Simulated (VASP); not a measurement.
Set up this calculation in VASP 6.6.1, as the native input.

| Quantity | Value |
| --- | --- |
| Task | relaxation of the atoms |
| Functional | PBE |
| Dispersion | D3(BJ) |
| Potentials or basis | VASP PAW PBE potentials, release 64 (In_d, As) |
| Cutoff | 600 eV |
| k mesh | 10 × 10 × 10 |
| Occupations | gaussian, width 0.03 eV |
| Spin | no spin polarisation |
| Further INCAR settings | ALGO = Normal; EDIFF = 1e-07; IBRION = 2; EDIFFG = -0.01; NSW = 40 |

The structure of InAs lies in POSCAR:

```
InAs                                    
1.0
    0.0000000000      3.0154534868      3.0154534868
    3.0154534868      0.0000000000      3.0154534868
    3.0154534868      3.0154534868      0.0000000000
  In              As            
     1     1
Direct
     0.0000000000000000    0.0000000000000000    0.0000000000000000
     0.2500000000000000    0.2500000000000000    0.2500000000000000
```

The cell isn't the ideal one: a relaxed cell with its volume scaled by 0.96.

These files were run (other wordings do the same):

INCAR

```
SYSTEM = InAs
PREC     = Accurate       ! precision mode
ENCUT    = 600            ! plane-wave cutoff, eV
EDIFF    = 1E-7           ! SCF threshold, eV
ISMEAR   = 0              ! smearing method
SIGMA    = 0.03           ! smearing width, eV
LREAL    = .FALSE.        ! projectors in reciprocal space
LASPH    = .TRUE.         ! aspherical terms in the spheres
NELM     = 80             ! most SCF steps
ALGO     = Normal         ! electronic algorithm
ISIF     = 2              ! what is computed and relaxed
LWAVE    = .FALSE.        ! write WAVECAR
LCHARG   = .FALSE.        ! write CHGCAR
GGA      = PE             ! functional
IVDW     = 12             ! dispersion correction
IBRION   = 2              ! ionic algorithm
NSW      = 40             ! ionic steps
EDIFFG   = -0.01          ! ionic threshold
```

KPOINTS

```
regular mesh
0
G
  10 10 10
  0 0 0
```

Potentials or basis: VASP PAW PBE potentials, release 64 (In_d, As).

Launch:

```console
$ cat potpaw_PBE.64/In_d/POTCAR potpaw_PBE.64/As/POTCAR > POTCAR
$ mpirun -np 1 vasp_std > vasp.out
```

It gave:

The pressure after relaxing is 2.4 GPa. The band gap on the k mesh is none (metal or under the smearing width) and the dispersion energy per atom is -0.326 eV.

Caveat: the relaxation stopped at its first step, so nothing moved; pairwise dispersion overbinds metals, which lowers pressure and volume.

It took 38 s on 1 thread of Intel(R) Xeon(R) Platinum 8375C CPU @ 2.90GHz (Ice Lake), on a shared host, peak memory 0.24 GiB.
